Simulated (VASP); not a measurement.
Runs of VASP 6.6.1 on Pr. The structure is cubic, space group Im-3m (No. 229). Conventional cell: a = 4.195 Å, b = 4.195 Å, c = 4.195 Å, α = 90.00°, β = 90.00°, γ = 90.00°. Around Pr (site symmetry m-3m) lie 8 Pr at 3.63 Å. This isn't the form of Pr at room conditions, which is double hcp.

```csv
task,level,potentials or basis,spin,U,cell,cutoff (eV),smearing,gap on the mesh (eV),pressure (GPa),moment (μB)
single point,revPBE+D4+U,"VASP PAW PBE potentials, release 64 (Pr)","collinear, twin_end start",Pr f U = 8.0 eV,"Im-3m, 36.91 Å³/atom",520,fermi-dirac 0.15 eV,none,(b),2.87
single point,revPBE,"VASP PAW PBE potentials, release 64 (Pr_3), 4f in core","collinear, typed start",-,"Im-3m, 36.91 Å³/atom",520,fermi-dirac 0.1 eV,none,0.7,(c)
single point,PBE+U,"VASP PAW PBE potentials, release 64 (Pr)","collinear, typed start",Pr f U = 8.0 eV,"Im-3m, 36.91 Å³/atom",520,fermi-dirac 0.05 eV,none,5.7,(a)
single point,PBEsol+U,"VASP PAW PBE potentials, release 64 (Pr)","collinear, typed start",Pr f U = 8.0 eV,"Im-3m, 42.25 Å³/atom",520,fermi-dirac 0.05 eV,none,1.3,3.18
relaxation of cell and atoms,PBEsol+U,"VASP PAW PBE potentials, release 64 (Pr)","collinear, typed start",Pr f U = 8.0 eV,relaxed,600,fermi-dirac 0.05 eV,none,0.0,3.15
```

Alike in all rows: k mesh 9 × 9 × 9.

Problem. Fill in the values left out.

Solution. (a) 3.16; (b) -3.5; (c) 0.00.

Caveats: the magnetic or orbital state may not be the lowest; spin-orbit coupling is left out, which moves the levels of the heavy elements; the PAW data sets were made with another functional, which shifts forces and pressure a little (some runs); pairwise dispersion overbinds metals, which lowers pressure and volume (some runs); the 4f electrons are frozen in the core as for a trivalent ion, so they carry no moment and show no levels (some runs); the electronic state changed during the relaxation (some runs); the volume moved by over 15 % at a fixed basis, so the end points are rough (some runs).

A k mesh can miss the band edges, and the runs leave out spin-orbit coupling on Pr.

A gap of «none» marks a metal or a gap under the smearing width.

The runs don't all hold the same shells in valence.
